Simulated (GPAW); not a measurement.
# ZnS (F-43m) in GPAW: settings compared

The runs below take ZnS through equation of state, band structure, with TASK, PBE, revPBE.

Program: GPAW 26.7.0. These are calculated values, not measurements. Logs are shortened: lines on timing, memory, paths and dates and some standing lists are left out, and cuts for length are marked. The log counts tension as positive stress, the text compression.

**What was measured.**

From “Electronic, vibrational, and thermodynamic properties of ZnS (zincblende and rocksalt structure)”, 2009, arxiv:0911.5022, for a bulk crystal of ZnS: bulk modulus 76.9 GPa.

The runs below are set against these values where they give the same quantity.

## (1) The structure

Symmetry: F-43m, No. 216, cubic system. The conventional cell has a = 5.404 Å, b = 5.404 Å, c = 5.404 Å, α = 90.00°, β = 90.00°, γ = 90.00°. Zn (site symmetry -43m) has 4 S at 2.34 Å as nearest neighbours. S (site symmetry -43m) is surrounded by 4 Zn at 2.34 Å.

## (2) Equation of state, TASK

run.py reads:

```python
from ase.eos import EquationOfState
from ase.io import Trajectory
from ase.spacegroup import crystal
from ase.units import GPa
from gpaw import GPAW, PW

# Zn 4c
# S 4a
atoms = crystal(['Zn', 'S'],
                basis=[[0.25, 0.25, 0.25],
                       [0.0, 0.0, 0.0]],
                spacegroup=216, setting=1,  # F-43m
                cellpar=[5.404, 5.404, 5.404, 90.0, 90.0, 90.0],
                primitive_cell=True)

traj = Trajectory('eos.traj', 'w')
volumes, energies = [], []
for x in [0.94, 0.96, 0.98, 1.0, 1.02, 1.04, 1.06]:
    a = atoms.copy()
    a.set_cell(atoms.cell * x**(1 / 3), scale_atoms=True)
    calc = GPAW(mode=PW(600),
                xc='MGGA_X_TASK+LDA_C_PW',
                kpts={'size': (7, 7, 7), 'gamma': True},
                occupations={'name': 'fermi-dirac', 'width': 0.05},
                nbands=18,
                convergence={'density': 1e-05, 'energy': 1e-05},
                maxiter=150,
                txt=f'eos-{x:.2f}.txt')
    a.calc = calc
    energies.append(a.get_potential_energy(force_consistent=True))
    volumes.append(a.get_volume())
    p = -a.get_stress()[:3].mean() / GPa
    calc.write(f'eos-{x:.2f}.gpw')
    traj.write(a)
    print(f'{x:.2f} {volumes[-1]:10.4f} A^3 {energies[-1]:14.6f} eV {p:9.3f} GPa', flush=True)

v0, e0, B = EquationOfState(volumes, energies, eos='birchmurnaghan').fit()
print(f'V0 = {v0:.4f} A^3, E0 = {e0:.6f} eV, B0 = {B / GPa:.2f} GPa')
```

Potentials or basis: GPAW PAW data sets (gpaw-data 1.2.1), pw.

Launch:

```sh
> OMP_NUM_THREADS=1 python run.py
```

What it wrote:

```text
__  _  _
 | _ |_)|_||  |
 |__||  | ||/\| - 26.7.0

Input parameters:
  mode=PW(ecut=600.0),
  convergence={'density': 1e-05, 'energy': 1e-05},
  kpts=MonkhorstPack(size=(7, 7, 7), gamma=True),
  maxiter=150,
  nbands=18,
  occupations=Occupations(name='fermi-dirac', width=0.05),
  xc=XC(name='MGGA_X_TASK+LDA_C_PW')

Diagonalizing LCAO Hamiltonian
Converting LCAO to pw mode

           Zn

       S

Atoms  # Å, Bohr magnetons
|   | symbol |        x |        y |        z |    initial magnetic moments |
|---|--------|----------|----------|----------|-----------------------------|
| 0 |     Zn | 1.323421 | 1.323421 | 1.323421 | ( 0.0000,  0.0000,  0.0000) |
| 1 |      S | 0.000000 | 0.000000 | 0.000000 | ( 0.0000,  0.0000,  0.0000) |

Unit cell  # Å
| periodic |        x |        y |        z |  lengths |    angles |
|----------|----------|----------|----------|----------|-----------|
|      yes | 0.000000 | 2.646842 | 2.646842 | 3.743199 | 60.000000 |
|      yes | 2.646842 | 0.000000 | 2.646842 | 3.743199 | 60.000000 |
|      yes | 2.646842 | 2.646842 | 0.000000 | 3.743199 | 60.000000 |

Number of symmetries: 24
Symmetry operations  # r_c * U_cc + t_c -> r_c
|    | kind |            matrix            |
|----|------|------------------------------|
|  0 |  E   |  1, 0, 0,  0, 1, 0,  0, 0, 1 |
|  1 |  σ   |  1, 0, 0,  0, 0, 1,  0, 1, 0 |
|  2 |  σ   |  1, 0,-1,  0, 1,-1,  0, 0,-1 |
|  3 |  C3  |  1, 0,-1,  0, 0,-1,  0, 1,-1 |
|  4 |  C3  |  1,-1, 0,  0,-1, 1,  0,-1, 0 |
|  5 |  σ   |  1,-1, 0,  0,-1, 0,  0,-1, 1 |
|  6 |  σ   |  0, 1, 0,  1, 0, 0,  0, 0, 1 |
|  7 |  C3  |  0, 1, 0,  0, 0, 1,  1, 0, 0 |
|  8 |  C2  |  0, 1,-1,  1, 0,-1,  0, 0,-1 |
|  9 |  S4  |  0, 1,-1,  0, 0,-1,  1, 0,-1 |
| 10 |  C3  |  0, 0, 1,  1, 0, 0,  0, 1, 0 |
| 11 |  σ   |  0, 0, 1,  0, 1, 0,  1, 0, 0 |
| 12 |  S4  |  0, 0,-1,  1, 0,-1,  0, 1,-1 |
| 13 |  C3  |  0, 0,-1,  0, 1,-1,  1, 0,-1 |
| 14 |  S4  |  0,-1, 1,  1,-1, 0,  0,-1, 0 |
| 15 |  C2  |  0,-1, 1,  0,-1, 0,  1,-1, 0 |
| 16 |  C3  |  0,-1, 0,  1,-1, 0,  0,-1, 1 |
| 17 |  S4  |  0,-1, 0,  0,-1, 1,  1,-1, 0 |
| 18 |  S4  | -1, 1, 0, -1, 0, 1, -1, 0, 0 |
| 19 |  C3  | -1, 1, 0, -1, 0, 0, -1, 0, 1 |
| 20 |  C3  | -1, 0, 1, -1, 1, 0, -1, 0, 0 |
| 21 |  S4  | -1, 0, 1, -1, 0, 0, -1, 1, 0 |
| 22 |  σ   | -1, 0, 0, -1, 1, 0, -1, 0, 1 |
| 23 |  C2  | -1, 0, 0, -1, 0, 1, -1, 1, 0 |

BZ-sampling:
  Number of BZ points: 343
  Number of IBZ points: 20

  Monkhorst-Pack size: [7, 7, 7]
  Monkhorst-Pack shift: [0, 0, 0]

K-points  # in reciprocal-cell coordinates
|     |                                coordinates |     weight |
|-----|--------------------------------------------|------------|
|   0 | (  0.00000000,   0.00000000,   0.00000000) | 0.00291545 |
|   1 | (  0.14285714,   0.14285714,   0.00000000) | 0.01749271 |
|   2 | (  0.14285714,   0.14285714,   0.14285714) | 0.02332362 |
|   3 | (  0.28571429,   0.14285714,   0.14285714) | 0.03498542 |
|   4 | (  0.28571429,   0.28571429,   0.00000000) | 0.01749271 |
|   5 | (  0.28571429,   0.28571429,   0.14285714) | 0.06997085 |
|   6 | (  0.28571429,   0.28571429,   0.28571429) | 0.02332362 |
|   7 | (  0.42857143,  -0.28571429,  -0.28571429) | 0.03498542 |
|   8 | (  0.42857143,   0.28571429,  -0.42857143) | 0.13994169 |
|   9 | (  0.42857143,   0.28571429,  -0.28571429) | 0.06997085 |
| ... |                                            |            |
|  19 | (  0.42857143,   0.42857143,   0.42857143) | 0.02332362 |

Plane wave coefficients: 1259
Cutoff: 600.0 eV

Spin-components: 1 (collinear spins)
Bands:           18
Projectors:      11
Spin-degeneracy: 2
Datatype:        complex128

Parallelization:
  kpt:    1
  domain: 1
  band:   1

Density:
  Valence electrons: 18.0
  Components: 1
  Grid points: [24 24 24]
  Charge: 0.0  # |e|

Potential:
  Grid points: [24 24 24]

species:
  Zn:
    name:    Zinc
    Z:       30.0
    valence: 12
    core:    18
    charge:  0.0  # [|e|]
    compensation charges:
      type: gauss
      rc: 0.37  # [Å]
      lmax: 2
    cutoffs:
      filter: 2.14  # [Å]
      core: 2.28  # [Å]
    projectors
    | kind |    occ | energy [eV] | rcut [Å] |
    |------|--------|-------------|----------|
    |   4s |  2.000 |      -5.977 |    1.286 |
    |   4p |  0.000 |      -1.117 |    1.270 |
    |   3d | 10.000 |     -10.142 |    1.180 |
    |    s |        |      21.234 |    1.286 |
    |    p |        |      26.095 |    1.270 |
    |    d |        |      17.070 |    1.180 |

    Using partial waves for Zn as LCAO basis

  S:
    name:    Sulfur
    Z:       16.0
    valence: 6
    core:    10
    charge:  0.0  # [|e|]
    compensation charges:
      type: gauss
      rc: 0.24  # [Å]
      lmax: 2
    cutoffs:
      filter: 1.77  # [Å]
      core: 1.66  # [Å]
    projectors
    | kind |    occ | energy [eV] | rcut [Å] |
    |------|--------|-------------|----------|
    |   3s |  2.000 |     -17.254 |    0.974 |
    |   3p |  4.000 |      -7.008 |    0.979 |
    |    s |        |       9.957 |    0.974 |
    |    p |        |      20.203 |    0.979 |
    |    d |        |       0.000 |    0.900 |

    Using partial waves for S as LCAO basis

Reference energy: -59718.946550  # eV

eigensolver:
  PPCG
  Converge bands: occupied
  niter=2

density mixing:
  MSR1-Mixer
  Pratt-step length: 0.05
  Maximum mixing coefficient: 0.75
  Old densities: 10
  SVD Regularization: 0.005
  Good broyden scale: 1.0
  Trust region scale: 1.0
  Backstep threshold: 4.0
  History deletion threshold: 6.0
  Fourier metric: weight=20.0, sigma=0.015

occupation numbers:
  Fermi-Dirac:
    width: 0.0500  # eV

poisson solver:
  ecut: 4800.0  # eV

xc functional:
  name: MGGA_X_TASK+LDA_C_PW with 2 nearest neighbor stencil

convergence criteria:
- Maximum integral of absolute [dens]ity change: 1e-05 electrons / valence electron
- Maximum [total energy] change in last 3 cyles: 1e-05 eV / valence electron
- Maximum integral of absolute [eigenst]ate change: 4e-08 eV^2 / valence electron
maximum number of iterations: 150

SCF iterations
|iter     | |      energy | eigst |  dens |
|---------|-|-------------|-------|-------|
|iter:   1| |   -3.897920 | +0.06 |       |
|iter:   2| |    5.819976 | -0.34 | -1.22 |
|iter:   3| |    3.333200 | -0.30 | -1.18 |
|iter:   4| |    5.780823 | -0.44 | -0.96 |
|iter:   5| |    5.619256 | -1.45 | -1.48 |
|iter:   6| |    5.630673 | -1.76 | -1.60 |
|iter:   7| |    5.648945 | -2.34 | -1.70 |
|iter:   8| |    5.648890 | -3.61 | -3.05 |
|iter:   9| |    5.648830c| -4.86 | -3.46 |
|iter:  10| |    5.648817c| -5.62 | -3.80 |
|iter:  11| |    5.648818c| -7.18 | -4.39 |
|iter:  12| |    5.648818c| -7.89c| -4.97 |
|iter:  13| |    5.648818c| -8.89c| -5.53c|

Converged in 13 steps
Energy contributions relative to reference atoms: (reference = -59718.946550)

Energy contributions:
  Kinetic:          40.554303
  Coulomb:         -34.196931
  Zero:             -0.401298
  External:          0.000000
  Xc:               -0.307256
  Entropy:          -0.000000
  Spinorbit:         0.000000
  ----------------------------
  Free energy:       5.648818
  Extrapolated:      5.648818

dipole moment: (-19.563885, -19.563885, -19.563885)  # |e|*Ang

Fermi level: 7.031
Eigenvalues  # (at kpt = [0.000, 0.000, 0.000])
| band index |      eig [eV] | occ [0-2] |
|------------|---------------|-----------|
|          0 |       -10.563 |     2.000 |
|          1 |        -2.699 |     2.000 |
|          2 |        -2.699 |     2.000 |
|          3 |        -2.699 |     2.000 |
|          4 |        -1.980 |     2.000 |
|          5 |        -1.980 |     2.000 |
[... 10 lines left out ...]
|         16 |        21.464 |     0.000 |
|         17 |        21.464 |     0.000 |

Gap: 4.060 eV
Transition (v -> c):
  (s=0, k=0, n=8, [0.00, 0.00, 0.00]) -> (s=0, k=0, n=9, [0.00, 0.00, 0.00])
No difference between direct/indirect transitions

Stress tensor  # eV/Ang^3
|         x |         y |         z |
|-----------|-----------|-----------|
| -0.065557 |  0.000000 |  0.000000 |
|  0.000000 | -0.065557 |  0.000000 |
|  0.000000 |  0.000000 | -0.065557 |

# Writing to eos-0.94.gpw (mode='')
```

Run time: 5 min. Hardware: 1 thread of Intel Xeon Platinum 8488C (Sapphire Rapids), shared host; peak memory 0.73 GiB.

What came out:

```yaml
Equilibrium_volume: "21.13 Å³/atom (rough: see the caveat)"
Bulk_modulus: 61 GPa (rough)
```

Energy against volume, from the lowest point:
```csv
volume (Å³/atom),energy (meV/atom)
18.543,75.45
18.938,52.08
19.332,33.62
19.727,19.58
20.121,9.55
20.516,3.15
20.910,0.00
```

Caveat: the minimum lies outside the volumes run; the PAW data sets were made with another functional, which shifts forces and pressure a little.

## (3) Band structure, PBE

run.py reads:

```python
from ase import Atoms
from ase.dft.bandgap import bandgap
from ase.io import write
from gpaw import GPAW

atoms = Atoms(['Zn', 'S'],
              cell=[[0.0, 2.702, 2.702],
                    [2.702, 0.0, 2.702],
                    [2.702, 2.702, 0.0]],
              scaled_positions=[[0.75, 0.75, 0.75],
                                [0.0, 0.0, 0.0]],
              pbc=True)

calc = GPAW(mode='lcao',
            h=0.16,
            basis='dz(dzp)',
            xc='PBE',
            kpts={'size': (7, 7, 7), 'gamma': True},
            occupations={'name': 'fermi-dirac', 'width': 0.05},
            convergence={'density': 1e-05, 'energy': 1e-05},
            maxiter=150,
            txt='gpaw.txt')
atoms.calc = calc
energy = atoms.get_potential_energy()
forces = atoms.get_forces()
calc.write('gs.gpw')
write('result.traj', atoms)
print(f'Energy: {energy:.6f} eV')
print('Forces (eV/A):')
print(forces.round(4))
print('Fermi level:', round(calc.get_fermi_level(), 4), 'eV')
print(f'Gap: {bandgap(calc)[0]:.4f} eV, direct: {bandgap(calc, direct=True)[0]:.4f} eV')

path = atoms.cell.bandpath('GXWKGLUWLK,UX', npoints=100, eps=1e-4)
bs_calc = calc.fixed_density(kpts=path, symmetry='off', txt='bands.txt')
bs = bs_calc.band_structure()
bs.write('bs.json')
print(f'Gap on the path: {bandgap(bs_calc)[0]:.4f} eV')
```

Potentials or basis: GPAW PAW data sets (gpaw-data 1.2.1), lcao:dz(dzp).

Launch:

```sh
> OMP_NUM_THREADS=1 python run.py
```

It took 52 s on 1 thread of Intel Xeon Platinum 8488C (Sapphire Rapids), shared host; peak memory 0.19 GiB.

These settings aren't checked as converged: the numbers below hold their error.

Results:

```yaml
Free_energy: -6.0660 eV
Band_gap_on_the_k_mesh: 2.11 eV, direct
Band_gap_along_the_path: 2.11 eV, direct
```

Caveat: the real-space grid adds noise to forces; the basis of atomic orbitals isn't converged, which shifts pressures, moduli and gaps.

## (4) Equation of state, revPBE

run.py reads:

```python
from ase.eos import EquationOfState
from ase.io import Trajectory, read
from ase.units import GPa
from gpaw import GPAW, PW

atoms = read('ZnS.xyz')

traj = Trajectory('eos.traj', 'w')
volumes, energies = [], []
for x in [0.94, 0.96, 0.98, 1.0, 1.02, 1.04, 1.06]:
    a = atoms.copy()
    a.set_cell(atoms.cell * x**(1 / 3), scale_atoms=True)
    calc = GPAW(mode=PW(600),
                xc='revPBE',
                kpts={'size': (7, 7, 7), 'gamma': True},
                occupations={'name': 'fermi-dirac', 'width': 0.05},
                nbands=18,
                convergence={'density': 1e-05, 'energy': 1e-05},
                maxiter=150,
                txt=f'eos-{x:.2f}.txt')
    a.calc = calc
    energies.append(a.get_potential_energy(force_consistent=True))
    volumes.append(a.get_volume())
    p = -a.get_stress()[:3].mean() / GPa
    calc.write(f'eos-{x:.2f}.gpw')
    traj.write(a)
    print(f'{x:.2f} {volumes[-1]:10.4f} A^3 {energies[-1]:14.6f} eV {p:9.3f} GPa', flush=True)

v0, e0, B = EquationOfState(volumes, energies, eos='birchmurnaghan').fit()
print(f'V0 = {v0:.4f} A^3, E0 = {e0:.6f} eV, B0 = {B / GPa:.2f} GPa')
```

ZnS.xyz reads:

```xyz
2
Lattice="0.0000000000 2.7020000000 2.7020000000 2.7020000000 0.0000000000 2.7020000000 2.7020000000 2.7020000000 0.0000000000" Properties=species:S:1:pos:R:3 pbc="T T T"
Zn     4.0530000000      4.0530000000      4.0530000000
S      0.0000000000      0.0000000000      0.0000000000
```

Potentials or basis: the program's PAW data sets (release 1.2.1) made for this functional, pw.

Launch:

```sh
> OMP_NUM_THREADS=1 python run.py
```

What it wrote:

```text
__  _  _
 | _ |_)|_||  |
 |__||  | ||/\| - 26.7.0

Input parameters:
  mode=PW(ecut=600.0),
  convergence={'density': 1e-05, 'energy': 1e-05},
  kpts=MonkhorstPack(size=(7, 7, 7), gamma=True),
  maxiter=150,
  nbands=18,
  occupations=Occupations(name='fermi-dirac', width=0.05),
  xc=XC(name='revPBE')

Diagonalizing LCAO Hamiltonian
Converting LCAO to pw mode

                    Zn

       S

Atoms  # Å, Bohr magnetons
|   | symbol |        x |        y |        z |    initial magnetic moments |
|---|--------|----------|----------|----------|-----------------------------|
| 0 |     Zn | 3.970262 | 3.970262 | 3.970262 | ( 0.0000,  0.0000,  0.0000) |
| 1 |      S | 0.000000 | 0.000000 | 0.000000 | ( 0.0000,  0.0000,  0.0000) |

Unit cell  # Å
| periodic |        x |        y |        z |  lengths |    angles |
|----------|----------|----------|----------|----------|-----------|
|      yes | 0.000000 | 2.646842 | 2.646842 | 3.743199 | 60.000000 |
|      yes | 2.646842 | 0.000000 | 2.646842 | 3.743199 | 60.000000 |
|      yes | 2.646842 | 2.646842 | 0.000000 | 3.743199 | 60.000000 |

Number of symmetries: 24
Symmetry operations  # r_c * U_cc + t_c -> r_c
|    | kind |            matrix            |
|----|------|------------------------------|
|  0 |  E   |  1, 0, 0,  0, 1, 0,  0, 0, 1 |
|  1 |  σ   |  1, 0, 0,  0, 0, 1,  0, 1, 0 |
|  2 |  σ   |  1, 0,-1,  0, 1,-1,  0, 0,-1 |
|  3 |  C3  |  1, 0,-1,  0, 0,-1,  0, 1,-1 |
|  4 |  C3  |  1,-1, 0,  0,-1, 1,  0,-1, 0 |
|  5 |  σ   |  1,-1, 0,  0,-1, 0,  0,-1, 1 |
|  6 |  σ   |  0, 1, 0,  1, 0, 0,  0, 0, 1 |
|  7 |  C3  |  0, 1, 0,  0, 0, 1,  1, 0, 0 |
|  8 |  C2  |  0, 1,-1,  1, 0,-1,  0, 0,-1 |
|  9 |  S4  |  0, 1,-1,  0, 0,-1,  1, 0,-1 |
| 10 |  C3  |  0, 0, 1,  1, 0, 0,  0, 1, 0 |
| 11 |  σ   |  0, 0, 1,  0, 1, 0,  1, 0, 0 |
| 12 |  S4  |  0, 0,-1,  1, 0,-1,  0, 1,-1 |
| 13 |  C3  |  0, 0,-1,  0, 1,-1,  1, 0,-1 |
| 14 |  S4  |  0,-1, 1,  1,-1, 0,  0,-1, 0 |
| 15 |  C2  |  0,-1, 1,  0,-1, 0,  1,-1, 0 |
| 16 |  C3  |  0,-1, 0,  1,-1, 0,  0,-1, 1 |
| 17 |  S4  |  0,-1, 0,  0,-1, 1,  1,-1, 0 |
| 18 |  S4  | -1, 1, 0, -1, 0, 1, -1, 0, 0 |
| 19 |  C3  | -1, 1, 0, -1, 0, 0, -1, 0, 1 |
| 20 |  C3  | -1, 0, 1, -1, 1, 0, -1, 0, 0 |
| 21 |  S4  | -1, 0, 1, -1, 0, 0, -1, 1, 0 |
| 22 |  σ   | -1, 0, 0, -1, 1, 0, -1, 0, 1 |
| 23 |  C2  | -1, 0, 0, -1, 0, 1, -1, 1, 0 |

BZ-sampling:
  Number of BZ points: 343
  Number of IBZ points: 20

  Monkhorst-Pack size: [7, 7, 7]
  Monkhorst-Pack shift: [0, 0, 0]

K-points  # in reciprocal-cell coordinates
|     |                                coordinates |     weight |
[... 60 lines left out ...]

    Using partial waves for Zn as LCAO basis

  S:
    name:    Sulfur
    Z:       16.0
    valence: 6
    core:    10
    charge:  0.0  # [|e|]
    compensation charges:
      type: gauss
      rc: 0.24  # [Å]
      lmax: 2
    cutoffs:
      filter: 1.77  # [Å]
      core: 1.66  # [Å]
    projectors
    | kind |    occ | energy [eV] | rcut [Å] |
    |------|--------|-------------|----------|
    |   3s |  2.000 |     -17.230 |    0.974 |
    |   3p |  4.000 |      -6.978 |    0.979 |
    |    s |        |       9.981 |    0.974 |
    |    p |        |      20.234 |    0.979 |
    |    d |        |       0.000 |    0.900 |

    Using partial waves for S as LCAO basis

Reference energy: -59725.887415  # eV

eigensolver:
  PPCG
  Converge bands: occupied
  niter=2

density mixing:
  MSR1-Mixer
  Pratt-step length: 0.05
  Maximum mixing coefficient: 0.75
  Old densities: 10
  SVD Regularization: 0.005
  Good broyden scale: 1.0
  Trust region scale: 1.0
  Backstep threshold: 4.0
  History deletion threshold: 6.0
  Fourier metric: weight=20.0, sigma=0.015

occupation numbers:
  Fermi-Dirac:
    width: 0.0500  # eV

poisson solver:
  ecut: 4800.0  # eV

xc functional:
  name: revPBE with 2 nearest neighbor stencil

convergence criteria:
- Maximum integral of absolute [dens]ity change: 1e-05 electrons / valence electron
- Maximum [total energy] change in last 3 cyles: 1e-05 eV / valence electron
- Maximum integral of absolute [eigenst]ate change: 4e-08 eV^2 / valence electron
maximum number of iterations: 150

SCF iterations
|iter     | |      energy | eigst |  dens |
|---------|-|-------------|-------|-------|
|iter:   1| |   -6.576442 | -0.02 |       |
|iter:   2| |   -6.490918 | -1.76 | -1.18 |
|iter:   3| |   -6.208562 | -1.48 | -1.22 |
|iter:   4| |   -6.213431 | -2.60 | -1.78 |
|iter:   5| |   -6.216343 | -3.46 | -2.21 |
|iter:   6| |   -6.216391 | -4.23 | -2.94 |
|iter:   7| |   -6.216440c| -4.97 | -3.43 |
|iter:   8| |   -6.216453c| -5.29 | -3.80 |
|iter:   9| |   -6.216453c| -7.75c| -4.77 |
|iter:  10| |   -6.216453c| -7.67c| -5.21c|

Converged in 10 steps
Energy contributions relative to reference atoms: (reference = -59725.887415)

Energy contributions:
  Kinetic:          15.035256
  Coulomb:         -12.372970
  Zero:              0.046693
  External:          0.000000
  Xc:               -8.925432
  Entropy:          -0.000000
  Spinorbit:         0.000000
  ----------------------------
  Free energy:      -6.216453
  Extrapolated:     -6.216453

dipole moment: (-14.209262, -14.209262, -14.209262)  # |e|*Ang

Fermi level: 5.484
Eigenvalues  # (at kpt = [0.000, 0.000, 0.000])
| band index |      eig [eV] | occ [0-2] |
|------------|---------------|-----------|
|          0 |        -9.041 |     2.000 |
|          1 |        -2.026 |     2.000 |
|          2 |        -2.026 |     2.000 |
|          3 |        -2.026 |     2.000 |
|          4 |        -1.458 |     2.000 |
|          5 |        -1.458 |     2.000 |
[... 10 lines left out ...]
|         16 |        19.388 |     0.000 |
|         17 |        19.388 |     0.000 |

Gap: 2.496 eV
Transition (v -> c):
  (s=0, k=0, n=8, [0.00, 0.00, 0.00]) -> (s=0, k=0, n=9, [0.00, 0.00, 0.00])
No difference between direct/indirect transitions

Stress tensor  # eV/Ang^3
|         x |         y |         z |
|-----------|-----------|-----------|
| -0.058457 |  0.000000 | -0.000000 |
|  0.000000 | -0.058457 |  0.000000 |
| -0.000000 |  0.000000 | -0.058457 |

# Writing to eos-0.94.gpw (mode='')
```

It took 60 s on 1 thread of Intel Xeon Platinum 8488C (Sapphire Rapids), shared host; peak memory 0.22 GiB.

Results:

| Property | Result |
| --- | --- |
| Equilibrium volume | 20.78 Å³/atom |
| Bulk modulus | 64 GPa |
| Pressure derivative of the bulk modulus | 4.4 |

Energy against volume, from the lowest point:
```
volume (Å³/atom)  energy (meV/atom)
          18.543              59.32
          18.938              38.72
          19.332              23.00
          19.727              11.67
          20.121               4.33
          20.516               0.55
          20.910               0.00
```

revPBE gives volumes clearly too large for solids.

## (5) Comparison with measurements

Step 4. A measured bulk modulus of ZnS is 76.9 GPa (quoted in “Electronic, vibrational, and thermodynamic properties of ZnS (zincblende and rocksalt structure)”, 2009, arxiv:0911.5022); the calculated 64 GPa misses it by -16.2 %. The fit is for a static lattice scaled at fixed shape and fixed fractional positions.
